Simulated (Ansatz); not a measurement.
**Sn: relaxation of cell and atoms with RPBE+D3(BJ)**

Sn:

```
Sn
1.0
    -2.02919    2.02919    1.66076
     2.02919   -2.02919    1.66076
     2.02919    2.02919   -1.66076
Sn
1
Direct
  0.00000 0.00000 0.00000
```

This isn't the form of Sn at room conditions, which is tetragonal (white tin).

```
Program             : Ansatz 0.2.0
Task                : relaxation of cell and atoms
Functional          : RPBE
Dispersion          : D3(BJ)
Potentials or basis : Ansatz PAW
Cutoff              : 420 eV (not typed: the program's choice for these potentials)
k mesh              : 10 × 10 × 10
Occupations         : fermi-dirac, width 0.05 eV
Spin                : no spin polarisation
```

```yaml
Relaxed_volume: 20.68 Å³/atom
Relaxed_cell: a = 3.005 Å, b = 3.005 Å, c = 3.005 Å, α = 106.34°, β = 106.34°, γ = 115.93°
Space_group_after_relaxing_to_0.05_Å: I4/mmm (No. 139)
Energy_gained_by_relaxing: 459.3 meV/atom
Ionic_steps: 8
Pressure_after_relaxing: 0.0 GPa
Band_gap_on_the_k_mesh: none (metal or under the smearing width)
```

Step by step:
```
step  energy change (eV)  largest force (eV/Å)  volume (Å³)
   1              0.0000                0.0000        27.35
   2             -0.3314                0.0000        23.63
   3             -0.4530                0.0000        20.77
   4             -0.4602                0.0000        20.62
   5             -0.4605                0.0000        20.68
   6             -0.4606                0.0000        20.68
   7             -0.4606                0.0000        20.68
   8             -0.4593                0.0000        20.68
```

Final structure:
```yaml
crystal:
  lattice:
    - [-1.80124, 1.80124, 1.59377]
    - [1.80124, -1.80124, 1.59377]
    - [1.80124, 1.80124, -1.59377]
  atoms:
    - { symbol: Sn, position: [0.00000, 0.00000, 0.00000] }
```

Levels at points of the mesh, in eV from the Fermi level:
| k point | band 4 | band 5 | band 6 | band 7 | band 8 | band 9 | band 10 | band 11 |
| --- | --- | --- | --- | --- | --- | --- | --- | --- |
| (0.00, 0.00, 0.00) | -21.75 | -21.60 | -13.41 | 9.67 | 9.67 | 12.09 | 12.86 | 12.86 |
| (0.00, 0.00, -0.50) | -21.68 | -21.49 | -7.50 | -6.32 | 6.25 | 8.11 | 11.02 | 11.41 |
| (0.00, -0.50, 0.00) | -21.59 | -21.47 | -6.29 | -5.87 | 4.07 | 5.47 | 8.52 | 9.06 |
| (-0.50, -0.50, -0.50) | -21.53 | -21.48 | -1.79 | -1.79 | -1.26 | 1.32 | 3.01 | 5.32 |

Wall time 13 s on 2 threads of Arm Neoverse V1, with other jobs on the host, peak memory 0.33 GiB.

Caveat: the volume moved by over 15 % at a fixed basis, so the end points are rough; the plane-wave basis is chosen anew once the cell has moved, so the energies of steps on either side of that aren't comparable; pairwise dispersion overbinds metals, which lowers pressure and volume; the PAW data sets come from PBE, with cores solved anew for the run's functional, which leaves a small shift of forces and pressure.
